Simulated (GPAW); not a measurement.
# AlPt (P2_13) in GPAW: notebook

One crystal, AlPt, is run at these levels: PBEsol; tasks: band structure.

Program: GPAW 26.7.0. These are calculated values, not measurements. Logs are shortened: lines on timing, memory, paths and dates and some standing lists are left out, and cuts for length are marked. The log counts tension as positive stress, the text compression.

## 1. The structure

It takes space group P2_13 (No. 198, cubic). Conventional cell: a = 4.879 Å, b = 4.879 Å, c = 4.879 Å, α = 90.00°, β = 90.00°, γ = 90.00°. Around Pt (site symmetry 3) lie 7 Al at 2.60 to 2.63 Å. Al (site symmetry 3) has 7 Pt at 2.60 to 2.63 Å as nearest neighbours.

The cell is a database's computed one.

## 2. Band structure, PBEsol

run.py

```python
from ase import Atoms
from ase.dft.bandgap import bandgap
from ase.io import write
from ase.units import GPa
from gpaw import GPAW, PW, setup_paths

setup_paths.insert(0, '.')

atoms = Atoms(['Pt', 'Pt', 'Pt', 'Pt', 'Al', 'Al', 'Al', 'Al'],
              cell=[[4.87893207, 0.0, 0.0],
                    [0.0, 4.87893207, 0.0],
                    [0.0, 0.0, 4.87893207]],
              scaled_positions=[[0.84493694, 0.65506306, 0.34493694],
                                [0.65506306, 0.34493694, 0.84493694],
                                [0.34493694, 0.84493694, 0.65506306],
                                [0.15506306, 0.15506306, 0.15506306],
                                [0.1559679, 0.3440321, 0.6559679],
                                [0.3440321, 0.6559679, 0.1559679],
                                [0.6559679, 0.1559679, 0.3440321],
                                [0.8440321, 0.8440321, 0.8440321]],
              pbc=True)

calc = GPAW(mode=PW(600),
            xc='PBEsol',
            kpts={'size': (6, 6, 6), 'gamma': True},
            occupations={'name': 'fermi-dirac', 'width': 0.05},
            nbands=66,
            convergence={'density': 1e-05, 'energy': 1e-05},
            maxiter=150,
            txt='gpaw.txt')
atoms.calc = calc
energy = atoms.get_potential_energy()
forces = atoms.get_forces()
stress = atoms.get_stress()
calc.write('gs.gpw')
write('result.traj', atoms)
print(f'Energy: {energy:.6f} eV')
print('Forces (eV/A):')
print(forces.round(4))
print('Stress (GPa):', (stress / GPa).round(3))
print('Fermi level:', round(calc.get_fermi_level(), 4), 'eV')
print(f'Gap: {bandgap(calc)[0]:.4f} eV, direct: {bandgap(calc, direct=True)[0]:.4f} eV')

path = atoms.cell.bandpath('GXMGRX,MR', npoints=60, eps=1e-4)
bs_calc = calc.fixed_density(kpts=path, symmetry='off', nbands=94,
                             convergence={'bands': 'CBM+6.0', 'eigenstates': 1e-6}, txt='bands.txt')
bs = bs_calc.band_structure()
bs.write('bs.json')
print(f'Gap on the path: {bandgap(bs_calc)[0]:.4f} eV')
```

Potentials or basis: PAW data sets generated in the run's folder for this functional, pw.

Command:

```bash
$ gpaw-setup -f PBEsol Al Pt
$ OMP_NUM_THREADS=1 python run.py
```

gpaw.txt:

```text
__  _  _
 | _ |_)|_||  |
 |__||  | ||/\| - 26.7.0

Input parameters:
  mode=PW(ecut=600.0),
  convergence={'density': 1e-05, 'energy': 1e-05},
  kpts=MonkhorstPack(size=(6, 6, 6), gamma=True),
  maxiter=150,
  nbands=66,
  occupations=Occupations(name='fermi-dirac', width=0.05),
  xc=XC(name='PBEsol')

Diagonalizing LCAO Hamiltonian
Converting LCAO to pw mode
    .-----------.
   /|         Al|
  / |           |
 *  |   PtPt    |
 |  Al          |
 |  |        Pt |
 |  .--AlAl-----.
 | /           /
 |/Pt         /
 *-----------*

Atoms  # Å, Bohr magnetons
|   | symbol |        x |        y |        z |    initial magnetic moments |
|---|--------|----------|----------|----------|-----------------------------|
| 0 |     Pt | 4.122390 | 3.196008 | 1.682924 | ( 0.0000,  0.0000,  0.0000) |
| 1 |     Pt | 3.196008 | 1.682924 | 4.122390 | ( 0.0000,  0.0000,  0.0000) |
| 2 |     Pt | 1.682924 | 4.122390 | 3.196008 | ( 0.0000,  0.0000,  0.0000) |
| 3 |     Pt | 0.756542 | 0.756542 | 0.756542 | ( 0.0000,  0.0000,  0.0000) |
| 4 |     Al | 0.760957 | 1.678509 | 3.200423 | ( 0.0000,  0.0000,  0.0000) |
| 5 |     Al | 1.678509 | 3.200423 | 0.760957 | ( 0.0000,  0.0000,  0.0000) |
| 6 |     Al | 3.200423 | 0.760957 | 1.678509 | ( 0.0000,  0.0000,  0.0000) |
| 7 |     Al | 4.117975 | 4.117975 | 4.117975 | ( 0.0000,  0.0000,  0.0000) |

Unit cell  # Å
| periodic |        x |        y |        z |  lengths |    angles |
|----------|----------|----------|----------|----------|-----------|
|      yes | 4.878932 | 0.000000 | 0.000000 | 4.878932 | 90.000000 |
|      yes | 0.000000 | 4.878932 | 0.000000 | 4.878932 | 90.000000 |
|      yes | 0.000000 | 0.000000 | 4.878932 | 4.878932 | 90.000000 |

Number of symmetries: 3
Symmetry operations  # r_c * U_cc + t_c -> r_c
|   | kind |            matrix            |
|---|------|------------------------------|
| 0 |  E   |  1, 0, 0,  0, 1, 0,  0, 0, 1 |
| 1 |  C3  |  0, 1, 0,  0, 0, 1,  1, 0, 0 |
| 2 |  C3  |  0, 0, 1,  1, 0, 0,  0, 1, 0 |

BZ-sampling:
  Number of BZ points: 216
  Number of IBZ points: 40

  Monkhorst-Pack size: [6, 6, 6]
  Monkhorst-Pack shift: [0.08333333333333333, 0.08333333333333333, 0.08333333333333333]

K-points  # in reciprocal-cell coordinates
|     |                                coordinates |     weight |
|-----|--------------------------------------------|------------|
|   0 | (  0.00000000,   0.00000000,   0.00000000) | 0.00462963 |
|   1 | (  0.16666667,   0.00000000,  -0.16666667) | 0.02777778 |
|   2 | (  0.16666667,   0.00000000,   0.00000000) | 0.02777778 |
|   3 | (  0.16666667,   0.16666667,  -0.16666667) | 0.02777778 |
|   4 | (  0.16666667,   0.16666667,   0.00000000) | 0.02777778 |
|   5 | (  0.16666667,   0.16666667,   0.16666667) | 0.00925926 |
|   6 | (  0.33333333,  -0.16666667,  -0.33333333) | 0.02777778 |
|   7 | (  0.33333333,  -0.16666667,  -0.16666667) | 0.02777778 |
|   8 | (  0.33333333,  -0.16666667,   0.00000000) | 0.02777778 |
|   9 | (  0.33333333,  -0.16666667,   0.16666667) | 0.02777778 |
| ... |                                            |            |
|  39 | (  0.50000000,   0.50000000,   0.50000000) | 0.00462963 |

Plane wave coefficients: 3912
Cutoff: 600.0 eV

Spin-components: 1 (collinear spins)
Bands:           66
Projectors:      44
Spin-degeneracy: 2
Datatype:        complex128

Parallelization:
  kpt:    1
  domain: 1
  band:   1

Density:
  Valence electrons: 76.0
  Components: 1
  Grid points: [28 28 28]
  Charge: 0.0  # |e|

Potential:
  Grid points: [28 28 28]

species:
  Pt:
    name:    Platinum
    Z:       78.0
    valence: 16
    core:    62
    charge:  0.0  # [|e|]
    compensation charges:
      type: gauss
      rc: 0.41  # [Å]
      lmax: 2
    cutoffs:
      filter: 2.26  # [Å]
      core: 2.26  # [Å]
    projectors
    | kind |    occ | energy [eV] | rcut [Å] |
    |------|--------|-------------|----------|
    |   6s |  1.000 |      -5.666 |    1.307 |
    |   5p |  6.000 |     -56.073 |    1.371 |
    |   6p |  0.000 |      -0.783 |    1.371 |
    |   5d |  9.000 |      -6.179 |    1.307 |
    |    s |        |      21.545 |    1.307 |
    |    d |        |      21.032 |    1.307 |

    Using partial waves for Pt as LCAO basis

  Al:
    name:    Aluminium
    Z:       13.0
    valence: 3
    core:    10
    charge:  0.0  # [|e|]
    compensation charges:
      type: gauss
      rc: 0.34  # [Å]
      lmax: 2
    cutoffs:
      filter: 1.91  # [Å]
      core: 2.36  # [Å]
    projectors
    | kind |    occ | energy [eV] | rcut [Å] |
    |------|--------|-------------|----------|
    |   3s |  2.000 |      -7.715 |    1.085 |
    |   3p |  1.000 |      -2.689 |    1.085 |
    |    s |        |      19.497 |    1.085 |
    |    p |        |      24.522 |    1.085 |
    |    d |        |       0.000 |    1.085 |

    Using partial waves for Al as LCAO basis

Reference energy: -2027302.874912  # eV

eigensolver:
  PPCG
  Converge bands: occupied
  niter=2

density mixing:
  MSR1-Mixer
  Pratt-step length: 0.05
  Maximum mixing coefficient: 0.75
  Old densities: 10
  SVD Regularization: 0.005
  Good broyden scale: 1.0
  Trust region scale: 1.0
  Backstep threshold: 4.0
  History deletion threshold: 6.0
  Fourier metric: weight=20.0, sigma=0.015

occupation numbers:
  Fermi-Dirac:
    width: 0.0500  # eV

poisson solver:
  ecut: 4800.0  # eV

xc functional:
  name: PBEsol with 2 nearest neighbor stencil

convergence criteria:
- Maximum integral of absolute [dens]ity change: 1e-05 electrons / valence electron
- Maximum [total energy] change in last 3 cyles: 1e-05 eV / valence electron
- Maximum integral of absolute [eigenst]ate change: 4e-08 eV^2 / valence electron
maximum number of iterations: 150

SCF iterations
|iter     | |      energy | eigst |  dens |
|---------|-|-------------|-------|-------|
|iter:   1| |  -56.770723 | +0.55 |       |
|iter:   2| |  -56.263957 | -1.43 | -1.05 |
|iter:   3| |  -56.142601 | -0.79 | -1.08 |
|iter:   4| |  -53.810041 | -1.58 | -1.19 |
|iter:   5| |  -53.764621 | -2.45 | -1.92 |
|iter:   6| |  -53.764990 | -3.48 | -2.56 |
|iter:   7| |  -53.763920 | -4.24 | -2.78 |
|iter:   8| |  -53.764670 | -4.30 | -3.09 |
|iter:   9| |  -53.764713 | -5.51 | -3.84 |
|iter:  10| |  -53.764718c| -6.32 | -4.23 |
|iter:  11| |  -53.764719c| -6.79 | -4.66 |
|iter:  12| |  -53.764719c| -7.60c| -5.26c|

Converged in 12 steps
Energy contributions relative to reference atoms: (reference = -2027302.874912)

Energy contributions:
  Kinetic:          -8.618394
  Coulomb:           7.902280
  Zero:             -2.076697
  External:          0.000000
  Xc:              -50.966049
  Entropy:          -0.011721
  Spinorbit:         0.000000
  ----------------------------
  Free energy:     -53.770580
  Extrapolated:    -53.764719

dipole moment: (0.000001, 0.000001, 0.000001)  # |e|*Ang

Fermi level: 10.395
Eigenvalues  # (at kpt = [0.000, 0.000, 0.000])
| band index |      eig [eV] | occ [0-2] |
|------------|---------------|-----------|
|          0 |       -42.697 |     2.000 |
|        ... |               |           |
|         31 |         8.289 |     2.000 |
|         32 |         8.289 |     2.000 |
|         33 |         8.621 |     2.000 |
|         34 |         8.621 |     2.000 |
|         35 |         8.621 |     2.000 |
|         36 |        10.133 |     1.990 |
[... 8 lines left out ...]
|         45 |        15.488 |     0.000 |
|         46 |        15.488 |     0.000 |
|        ... |               |           |
|         65 |        27.636 |     0.000 |

No gap
No difference between direct/indirect transitions

Forces  # eV/Ang
|        x |        y |        z |
|----------|----------|----------|
|  0.04656 | -0.04658 |  0.04647 |  # Pt   0
| -0.04658 |  0.04647 |  0.04656 |  # Pt   1
|  0.04647 |  0.04656 | -0.04658 |  # Pt   2
| -0.04648 | -0.04648 | -0.04648 |  # Pt   3
| -0.00124 |  0.00123 | -0.00126 |  # Al   4
|  0.00123 | -0.00126 | -0.00124 |  # Al   5
| -0.00126 | -0.00124 |  0.00123 |  # Al   6
|  0.00127 |  0.00127 |  0.00127 |  # Al   7

Stress tensor  # eV/Ang^3
|        x |        y |        z |
|----------|----------|----------|
| 0.003995 | 0.000000 | 0.000000 |
| 0.000000 | 0.003995 | 0.000000 |
| 0.000000 | 0.000000 | 0.003995 |

# Writing to gs.gpw (mode='')
```

Wall time 7.2 min (1 thread of Arm Neoverse V2, shared host); peak memory 0.86 GiB.

Results:

```
Free energy             : -53.7706 eV
Pressure                : -0.6 GPa
Largest force           : 0.081 eV/Å
Band gap along the path : none (metal or under the smearing width)
```

Forces in eV/Å, atoms in the order of the input:
```
Pt   0.047 -0.047  0.046
Pt  -0.047  0.046  0.047
Pt   0.046  0.047 -0.047
Pt  -0.046 -0.046 -0.046
Al  -0.001  0.001 -0.001
Al   0.001 -0.001 -0.001
Al  -0.001 -0.001  0.001
Al   0.001  0.001  0.001
```

Levels at the corners of the path, in eV from the Fermi level:
```csv
point,band 36,band 37,band 38,band 39,band 40,band 41
Γ,-1.77,-0.26,-0.26,-0.26,4.15,4.15
X,-1.56,-0.71,-0.71,1.20,1.20,2.66
M,-2.23,0.32,0.32,1.24,1.24,2.79
Γ,-1.77,-0.26,-0.26,-0.26,4.15,4.15
R,-2.53,-0.86,-0.86,-0.86,-0.86,6.49
X,-1.56,-0.71,-0.71,1.20,1.20,2.66
M,-2.23,0.32,0.32,1.24,1.24,2.79
R,-2.53,-0.86,-0.86,-0.86,-0.86,6.49
```

Caveat: spin-orbit coupling is left out, which moves the levels of the heavy elements.

## 3. Band structure, PBEsol, spin-orbit coupling, no magnetisation

Edit run.py of step 2 so:

```diff
@@ -1 +1,2 @@
+import numpy as np
 from ase import Atoms
@@ -5,2 +6,3 @@
 from gpaw import GPAW, PW, setup_paths
+from gpaw.spinorbit import soc_eigenstates
 
@@ -49 +51,7 @@
 print(f'Gap on the path: {bandgap(bs_calc)[0]:.4f} eV')
+
+soc = soc_eigenstates(bs_calc, theta=90, phi=0)
+np.savetxt('soc_bands.dat', soc.eigenvalues(), fmt='%.4f')
+mesh = soc_eigenstates('gs.gpw', theta=90, phi=0)
+np.savetxt('soc_mesh.dat', mesh.eigenvalues(), fmt='%.4f')
+print('Fermi level with spin-orbit coupling:', round(mesh.fermi_level, 4), 'eV')
```

Potentials or basis: PAW data sets generated in the run's folder for this functional, pw.

Command:

```bash
$ gpaw-setup -f PBEsol Al Pt
$ OMP_NUM_THREADS=1 python run.py
```

It took 7.3 min on 1 thread of Arm Neoverse V2, shared host; peak memory 1.1 GiB.

The run converged. Its results:

```
Free energy             : -53.7706 eV
Pressure                : -0.6 GPa
Largest force           : 0.081 eV/Å
Band gap along the path : none (metal or under the smearing width)
```

Forces in eV/Å, atoms in the order of the input:
```
Pt   0.047 -0.047  0.046
Pt  -0.047  0.046  0.047
Pt   0.046  0.047 -0.047
Pt  -0.046 -0.046 -0.046
Al  -0.001  0.001 -0.001
Al   0.001 -0.001 -0.001
Al  -0.001 -0.001  0.001
Al   0.001  0.001  0.001
```

Levels at the corners of the path, in eV from the Fermi level:
```
point  band 72  band 73  band 74  band 75  band 76  band 77  band 78  band 79  band 80  band 81
    Γ    -1.58    -0.45    -0.45    -0.24    -0.24    -0.24    -0.24     3.94     3.94     3.94
    X    -1.55    -0.92    -0.92    -0.57    -0.57     1.07     1.07     1.19     1.19     2.45
    M    -2.15     0.23     0.23     0.23     0.23     1.16     1.16     1.16     1.16     2.67
    Γ    -1.58    -0.45    -0.45    -0.24    -0.24    -0.24    -0.24     3.94     3.94     3.94
    R    -2.12    -1.07    -1.07    -0.80    -0.79    -0.79    -0.79    -0.79    -0.79     6.12
    X    -1.55    -0.92    -0.92    -0.57    -0.57     1.07     1.07     1.19     1.19     2.45
    M    -2.15     0.23     0.23     0.23     0.23     1.16     1.16     1.16     1.16     2.67
    R    -2.12    -1.07    -1.07    -0.80    -0.79    -0.79    -0.79    -0.79    -0.79     6.12
```

Caveat: spin-orbit coupling was added after a scalar SCF, so levels and gaps hold it while energy, forces, pressure and moments don't; this program's spin-orbit splittings come out too wide for heavy elements.
